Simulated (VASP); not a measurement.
# Si (Fd-3m) in VASP: a series of runs

One crystal, Si, is run at these levels: PBE, PBEsol; tasks: band structure.

All numbers are computed with VASP 6.6.1; they aren't measurements. Logs are shortened: lines on timing, memory, paths and dates and some standing lists are left out, and cuts for length are marked.

**1. The structure**

It takes space group Fd-3m (No. 227, cubic). The conventional cell has a = 5.469 Å, b = 5.469 Å, c = 5.469 Å, α = 90.00°, β = 90.00°, γ = 90.00°. Si (site symmetry -43m) is surrounded by 4 Si at 2.37 Å.

**2. Band structure, PBE**

File POSCAR:

```
Si                                      
1.0
   -0.0000000000      2.7343426571      2.7343426571
    2.7343426571      0.0000000000      2.7343426571
    2.7343426571      2.7343426571      0.0000000000
  Si            
     2
Direct
     0.7500000000000000    0.7500000000000000    0.7500000000000000
     0.5000000000000000    0.5000000000000000    0.5000000000000000
```

File INCAR.step1:

```
PREC = Accurate
ENCUT = 520
EDIFF = 1E-6
ISMEAR = 0
SIGMA = 0.02
LREAL = F
LASPH = T
NELM = 100
ALGO = Normal
ISIF = 2
LWAVE = F
LCHARG = T
GGA = PE
```

File KPOINTS.step1:

```
Automatic mesh
0
Gamma
  8 8 8
```

File INCAR.step2:

```
PREC = Accurate
ENCUT = 520
EDIFF = 1E-6
ISMEAR = 0
SIGMA = 0.05
LREAL = F
LASPH = T
NELM = 100
ALGO = Normal
ISIF = 2
LWAVE = F
LCHARG = F
GGA = PE
ICHARG = 11
```

File KPOINTS.step2:

```
path GXWKGLUWLK,UX
15
line-mode
reciprocal
 0.0000000000  0.0000000000  0.0000000000  G
 0.5000000000  0.0000000000  0.5000000000  X

 0.5000000000  0.0000000000  0.5000000000  X
 0.5000000000  0.2500000000  0.7500000000  W

 0.5000000000  0.2500000000  0.7500000000  W
 0.3750000000  0.3750000000  0.7500000000  K

 0.3750000000  0.3750000000  0.7500000000  K
 0.0000000000  0.0000000000  0.0000000000  G

 0.0000000000  0.0000000000  0.0000000000  G
 0.5000000000  0.5000000000  0.5000000000  L

 0.5000000000  0.5000000000  0.5000000000  L
 0.6250000000  0.2500000000  0.6250000000  U

 0.6250000000  0.2500000000  0.6250000000  U
 0.5000000000  0.2500000000  0.7500000000  W

 0.5000000000  0.2500000000  0.7500000000  W
 0.5000000000  0.5000000000  0.5000000000  L

 0.5000000000  0.5000000000  0.5000000000  L
 0.3750000000  0.3750000000  0.7500000000  K

 0.6250000000  0.2500000000  0.6250000000  U
 0.5000000000  0.0000000000  0.5000000000  X
```

Potentials or basis: VASP PAW PBE potentials, release 64 (Si).

Command:

```console
$ cat potpaw_PBE.64/Si/POTCAR > POTCAR
$ cp INCAR.step1 INCAR
$ cp KPOINTS.step1 KPOINTS
$ mpirun -np 1 vasp_std > vasp.out
$ cp INCAR.step2 INCAR
$ cp KPOINTS.step2 KPOINTS
$ mpirun -np 1 vasp_std > vasp.out
```

OUTCAR:

```text
PREC = Accurate
   ENCUT = 520
   EDIFF = 1E-6
   ISMEAR = 0
   LREAL = F
   LASPH = T
   NELM = 100
   ISIF = 2
   GGA = PE
   ICHARG = 11

 ion  position               nearest neighbor table
   1  0.750  0.750  0.750-   2 2.37   2 2.37   2 2.37   2 2.37
   2  0.500  0.500  0.500-   1 2.37   1 2.37   1 2.37   1 2.37

  LATTYP: Found a face centered cubic cell.
 ALAT       =     5.4686853142

  Lattice vectors:

 A1 = (   0.0000000000,   2.7343426571,   2.7343426571)
 A2 = (   2.7343426571,   0.0000000000,   2.7343426571)
 A3 = (   2.7343426571,   2.7343426571,   0.0000000000)

Analysis of symmetry for initial positions (statically):
=====================================================================
 Subroutine PRICEL returns:
 Original cell was already a primitive cell.

 Routine SETGRP: Setting up the symmetry group for a
 face centered cubic supercell.

 Subroutine GETGRP returns: Found 48 space group operations
 (whereof 24 operations were pure point group operations)
 out of a pool of 48 trial point group operations.

The static configuration has the point symmetry T_d .
 The point group associated with its full space group is O_h .

Analysis of symmetry for dynamics (positions and initial velocities):
=====================================================================
 Subroutine PRICEL returns:
 Original cell was already a primitive cell.

 Routine SETGRP: Setting up the symmetry group for a
 face centered cubic supercell.

 Subroutine GETGRP returns: Found 48 space group operations
 (whereof 24 operations were pure point group operations)
 out of a pool of 48 trial point group operations.

The dynamic configuration has the point symmetry T_d .
 The point group associated with its full space group is O_h .

 Subroutine INISYM returns: Found 48 space group operations
 (whereof 24 operations are pure point group operations),
 and found     1 'primitive' translations

----------------------------------------------------------------------------------------

                                     Primitive cell

  volume of cell :      40.8873

  direct lattice vectors                    reciprocal lattice vectors
     0.000000000  2.734342657  2.734342657    -0.182859306  0.182859306  0.182859306
     2.734342657  0.000000000  2.734342657     0.182859306 -0.182859306  0.182859306
     2.734342657  2.734342657  0.000000000     0.182859306  0.182859306 -0.182859306

  length of vectors
     3.866944470  3.866944470  3.866944470     0.316721608  0.316721608  0.316721608

  position of ions in fractional coordinates (direct lattice)
     0.750000000  0.750000000  0.750000000
     0.500000000  0.500000000  0.500000000

  ion indices of the primitive-cell ions
   primitive index   ion index
                 1           1
                 2           2

----------------------------------------------------------------------------------------

 KPOINTS: path GXWKGLUWLK,UX

Interpolating k-points between supplied coordinates.

 Line segments in fractional coordinates (reciprocal lattice):
    0.000000  0.000000  0.000000  ...  0.500000  0.000000  0.500000
    0.500000  0.000000  0.500000  ...  0.500000  0.250000  0.750000
    0.500000  0.250000  0.750000  ...  0.375000  0.375000  0.750000
    0.375000  0.375000  0.750000  ...  0.000000  0.000000  0.000000
    0.000000  0.000000  0.000000  ...  0.500000  0.500000  0.500000
    0.500000  0.500000  0.500000  ...  0.625000  0.250000  0.625000
    0.625000  0.250000  0.625000  ...  0.500000  0.250000  0.750000
    0.500000  0.250000  0.750000  ...  0.500000  0.500000  0.500000
    0.500000  0.500000  0.500000  ...  0.375000  0.375000  0.750000
    0.625000  0.250000  0.625000  ...  0.500000  0.000000  0.500000

 Generated    15 points on each line segment, for a total of    150 k-points:

 Following reciprocal coordinates:
            Coordinates               Weight
  0.000000  0.000000  0.000000      0.006667
  0.035714  0.000000  0.035714      0.006667
  0.071429  0.000000  0.071429      0.006667
  0.107143  0.000000  0.107143      0.006667
  0.142857  0.000000  0.142857      0.006667
  0.178571  0.000000  0.178571      0.006667
[... 16 lines left out ...]
  0.500000  0.125000  0.625000      0.006667
  0.500000  0.142857  0.642857      0.006667
 [... further k-points ...]
   k-points           NKPTS =    150   k-points in BZ     NKDIM =    150   number of bands    NBANDS=      8
   number of dos      NEDOS =    301   number of ions     NIONS =      2
   total plane-waves  NPLWV =  27000
   dimension x,y,z NGX =    30 NGY =   30 NGZ =   30
   dimension x,y,z NGXF=    60 NGYF=   60 NGZF=   60
   ions per type =               2
   NGX,Y,Z   is equivalent  to a cutoff of  12.90, 12.90, 12.90 a.u.
   NGXF,Y,Z  is equivalent  to a cutoff of  25.79, 25.79, 25.79 a.u.
 SYSTEM =  unknown system
   PREC   = accura    normal or accurate (medium, high low for compatibility)
   ISTART =      0    job   : 0-new  1-cont  2-samecut
   ICHARG =     11    charge: 1-file 2-atom 10-const
   ISPIN  =      1    spin polarized calculation?
   LNONCOLLINEAR =      F non collinear calculations
   LSORBIT =      F    spin-orbit coupling
   LASPH  =      T    aspherical Exc in radial PAW
   ENCUT  =  520.0 eV  38.22 Ry    6.18 a.u.   7.19  7.19  7.19*2*pi/ulx,y,z
   NELM   =    100;   NELMIN=  2; NELMDL=  0     # of ELM steps
   EDIFF  = 0.1E-05   stopping-criterion for ELM
   LREAL  =      F    real-space projection
   EDIFFG = 0.1E-04   stopping-criterion for IOM
   NSW    =      0    number of steps for IOM
   IBRION =     -1    ionic relax: 0-MD 1-quasi-New 2-CG
   NFREE  =      0    steps in history (QN), initial steepest desc. (CG)
   ISIF   =      2    stress and relaxation
   ISYM   =      2    0-nonsym 1-usesym 2-fastsym
   POTIM  = 0.5000    time-step for ionic-motion
   TEBEG  =    0.0;   TEEND  =   0.0 temperature during run
   PSTRESS=    0.0 pullay stress
   NELECT =       8.0000    total number of electrons
   NUPDOWN=      -1.0000    fix difference up-down
   EMIN   =  10.00;   EMAX   =-10.00  energy-range for DOS
   EFERMI =   0.00;   METHOD = LEGACY
   ISMEAR =     0;   SIGMA  =   0.05  broadening in eV -4-tet -1-fermi 0-gaus
   EFERMI_NEDOS =   21; number of points for ismear=-14 and -15
   IALGO  =     38    algorithm
   IMIX   =      4    mixing-type and parameters
     AMIX     =   0.40;   BMIX     =  1.00
     AMIX_MAG =   1.60;   BMIX_MAG =  1.00
  volume/ion in A,a.u.               =      20.44       137.96
  Fermi-wavevector in a.u.,A,eV,Ry     =   0.950405  1.796004 12.289721  0.903269
  Thomas-Fermi vector in A             =   2.078778
   LORBIT       =      0    0 simple, 1 ext, 2 COOP (PROOUT), +10 PAW based schemes
   GGA     = PE    functional components
   LHFCALC =     F    Hartree Fock is set to
   AEXX    =    0.0000 exact exchange contribution
   IVDW    =     0    specifies the selected vdW correction
   LEPSILON=     F    determine dielectric tensor
   LRPA    =     F    only Hartree local field effects (RPA)
 non-spin polarized calculation
 Gauss-broadening in eV      SIGMA  =   0.05
  energy-cutoff  :      520.00
  volume of cell :       40.89
 maximum number of plane-waves:      1124
 NGX is ok and might be reduce to    30

 number of electron       8.0000001 magnetization

 Free energy of the ion-electron system (eV)
  ---------------------------------------------------
  ext. energy  EPLUGINS =         0.00000000
  ---------------------------------------------------
  free energy    TOTEN  =       -11.02263542 eV

  energy without entropy =      -11.02263542  energy(sigma->0) =      -11.02263542

 E-fermi :   5.8820     XC(G=0):  -9.3264

 val. band max:        5.6177948754   @ k =   0.0000   0.0000   0.0000
 cond. band min:       6.2290473449   @ k =   0.4286   0.0000   0.4286
 fundamental gap:      0.6112524695
 Fermi energy:         5.8819825485

 k-point     1 :       0.0000    0.0000    0.0000
  band No.  band energies     occupation
      1      -6.1973      2.00000
      2       5.6178      2.00000
      3       5.6178      2.00000
      4       5.6178      2.00000
      5       8.1741      0.00000
      6       8.1741      0.00000
      7       8.1741      0.00000
      8       8.7521      0.00000

 k-point     2 :       0.0357    0.0000    0.0357
  band No.  band energies     occupation
      1      -6.1754      2.00000
      2       5.4642      2.00000
      3       5.5270      2.00000
      4       5.5270      2.00000
      5       8.1203      0.00000
      6       8.2919      0.00000
      7       8.2919      0.00000
      8       8.9019      0.00000

 k-point     3 :       0.0714    0.0000    0.0714
  band No.  band energies     occupation
      1      -6.1096      2.00000
      2       5.0722      2.00000
      3       5.2953      2.00000
      4       5.2953      2.00000
      5       7.9711      0.00000
      6       8.6046      0.00000
      7       8.6046      0.00000
      8       9.2689      0.00000

 k-point     4 :       0.1071    0.0000    0.1071
  band No.  band energies     occupation
      1      -6.0002      2.00000
      2       4.5517      2.00000
      3       4.9928      2.00000
      4       4.9928      2.00000
      5       7.7556      0.00000
      6       9.0411      0.00000
      7       9.0411      0.00000
      8       9.6835      0.00000

 k-point     5 :       0.1429    0.0000    0.1429
  band No.  band energies     occupation
      1      -5.8475      2.00000
      2       3.9695      2.00000
      3       4.6680      2.00000
      4       4.6680      2.00000
      5       7.5051      0.00000
      6       9.5517      0.00000
      7       9.5517      0.00000
      8       9.9078      0.00000

 k-point     6 :       0.1786    0.0000    0.1786
  band No.  band energies     occupation
      1      -5.6519      2.00000
      2       3.3577      2.00000
      3       4.3475      2.00000
      4       4.3475      2.00000
      5       7.2456      0.00000
      6       9.7250      0.00000
      7      10.1088      0.00000
      8      10.1088      0.00000

 k-point     7 :       0.2143    0.0000    0.2143
  band No.  band energies     occupation
      1      -5.4140      2.00000
      2       2.7317      2.00000
      3       4.0451      2.00000
      4       4.0451      2.00000
      5       6.9958      0.00000
      6       9.2738      0.00000
      7      10.6970      0.00000
      8      10.6970      0.00000
[... 133 lines left out ...]
 k-point    20 :       0.5000    0.0714    0.5714
  band No.  band energies     occupation
      1      -2.1016      2.00000
      2      -2.1016      2.00000
      3       2.5955      2.00000
      4       2.5955      2.00000
      5       6.8202      0.00000
      6       6.8202      0.00000
      7      14.6904      0.00000
      8      14.6904      0.00000

 k-point    21 :       0.5000    0.0893    0.5893
  band No.  band energies     occupation
      1      -2.0876      2.00000
      2      -2.0876      2.00000
      3       2.4926      2.00000
      4       2.4926      2.00000
      5       7.0495      0.00000
      6       7.0495      0.00000
      7      14.2694      0.00000
      8      14.2694      0.00000

 k-point    22 :       0.5000    0.1071    0.6071
  band No.  band energies     occupation
      1      -2.0718      2.00000
      2      -2.0718      2.00000
      3       2.3850      2.00000
      4       2.3850      2.00000
      5       7.3124      0.00000
      6       7.3124      0.00000
      7      13.8247      0.00000
      8      13.8247      0.00000

 k-point    23 :       0.5000    0.1250    0.6250
  band No.  band energies     occupation
      1      -2.0548      2.00000
      2      -2.0548      2.00000
      3       2.2782      2.00000
      4       2.2782      2.00000
      5       7.6035      0.00000
      6       7.6035      0.00000
      7      13.3698      0.00000
      8      13.3698      0.00000

 k-point    24 :       0.5000    0.1429    0.6429
  band No.  band energies     occupation
      1      -2.0375      2.00000
      2      -2.0375      2.00000
      3       2.1771      2.00000
      4       2.1771      2.00000
      5       7.9185      0.00000
      6       7.9185      0.00000
      7      12.9121      0.00000
      8      12.9121      0.00000

 [... further k-points ...]

------------------------ aborting loop because EDIFF is reached ----------------------------------------

  FORCE on cell =-STRESS in cart. coord.  units (eV):
  Direction    XX          YY          ZZ          XY          YZ          ZX
  --------------------------------------------------------------------------------------
  -------------------------------------------------------------------------------------
  Total       -0.2218483     -0.2218483     -0.2218483     -0.0000000      0.0000000     -0.0000000
  in kB       -8.6931627     -8.6931627     -8.6931627     -0.0000000      0.0000000     -0.0000000
  external PRESSURE =      -8.6931627 kB  Pullay stress =       0.0000000 kB

 VOLUME and BASIS-vectors are now :
 -----------------------------------------------------------------------------
  energy-cutoff  :      520.00
  volume of cell :       40.89
      direct lattice vectors                 reciprocal lattice vectors
     0.000000000  2.734342657  2.734342657    -0.182859306  0.182859306  0.182859306
     2.734342657  0.000000000  2.734342657     0.182859306 -0.182859306  0.182859306
     2.734342657  2.734342657  0.000000000     0.182859306  0.182859306 -0.182859306

 POSITION                                       TOTAL-FORCE (eV/Angst)
 -----------------------------------------------------------------------------------
      4.10151      4.10151      4.10151        -0.000000     -0.000000     -0.000000
      2.73434      2.73434      2.73434         0.000000      0.000000      0.000000
 -----------------------------------------------------------------------------------
    total drift:                                0.000000     -0.000000     -0.000000

  FREE ENERGIE OF THE ION-ELECTRON SYSTEM (eV)
  ---------------------------------------------------
  free  energy   TOTEN  =       -11.0226354243 eV

  energy  without entropy=      -11.0226354243  energy(sigma->0) =      -11.02263542
```

Run time: 14 s. Hardware: 1 thread of Intel Xeon 6975P-C (Granite Rapids), shared host; peak memory 0.17 GiB.

What came out:

```yaml
Band_gap_on_the_k_mesh: 0.65 eV, indirect (least direct gap 2.56 eV)
Band_gap_along_the_path: 0.61 eV, indirect (least direct gap 2.56 eV)
```

Levels at the corners of the path, in eV from the valence-band top:
| point | band 1 | band 2 | band 3 | band 4 | band 5 | band 6 | band 7 | band 8 |
| --- | --- | --- | --- | --- | --- | --- | --- | --- |
| Γ | -11.82 | 0.00 | 0.00 | 0.00 | 2.56 | 2.56 | 2.56 | 3.13 |
| X | -7.75 | -7.75 | -2.79 | -2.79 | 0.75 | 0.75 | 9.94 | 9.94 |
| X | -7.75 | -7.75 | -2.79 | -2.79 | 0.75 | 0.75 | 9.94 | 9.94 |
| W | -7.59 | -7.59 | -3.76 | -3.76 | 4.27 | 4.27 | 4.93 | 4.93 |
| W | -7.59 | -7.59 | -3.76 | -3.76 | 4.27 | 4.27 | 4.93 | 4.93 |
| K | -8.16 | -7.16 | -4.20 | -2.38 | 1.23 | 4.11 | 7.38 | 7.93 |
| K | -8.16 | -7.16 | -4.20 | -2.38 | 1.23 | 4.11 | 7.38 | 7.92 |
| Γ | -11.82 | 0.00 | 0.00 | 0.00 | 2.56 | 2.56 | 2.56 | 3.13 |
| Γ | -11.82 | 0.00 | 0.00 | 0.00 | 2.56 | 2.56 | 2.56 | 3.13 |
| L | -9.54 | -6.87 | -1.18 | -1.18 | 1.47 | 3.35 | 3.35 | 7.70 |
| L | -9.54 | -6.87 | -1.18 | -1.18 | 1.47 | 3.35 | 3.35 | 7.70 |
| U | -8.16 | -7.16 | -4.20 | -2.38 | 1.23 | 4.11 | 7.38 | 7.92 |
| U | -8.16 | -7.16 | -4.20 | -2.38 | 1.23 | 4.11 | 7.38 | 7.92 |
| W | -7.59 | -7.59 | -3.76 | -3.76 | 4.27 | 4.27 | 4.93 | 4.93 |
| W | -7.59 | -7.59 | -3.76 | -3.76 | 4.27 | 4.27 | 4.93 | 4.93 |
| L | -9.54 | -6.87 | -1.18 | -1.18 | 1.47 | 3.35 | 3.35 | 7.70 |
| L | -9.54 | -6.87 | -1.18 | -1.18 | 1.47 | 3.35 | 3.35 | 7.70 |
| K | -8.16 | -7.16 | -4.20 | -2.38 | 1.23 | 4.11 | 7.38 | 7.92 |
| U | -8.16 | -7.16 | -4.20 | -2.38 | 1.23 | 4.11 | 7.38 | 7.92 |
| X | -7.75 | -7.75 | -2.79 | -2.79 | 0.75 | 0.75 | 9.94 | 9.94 |

Caveat: the log is that of the step along the path at fixed density, whose energy, stress, charges and moments have no meaning. PBE gaps usually lie below the measured ones, often by a third to a half.

(Part 1 of 2 ends here.)
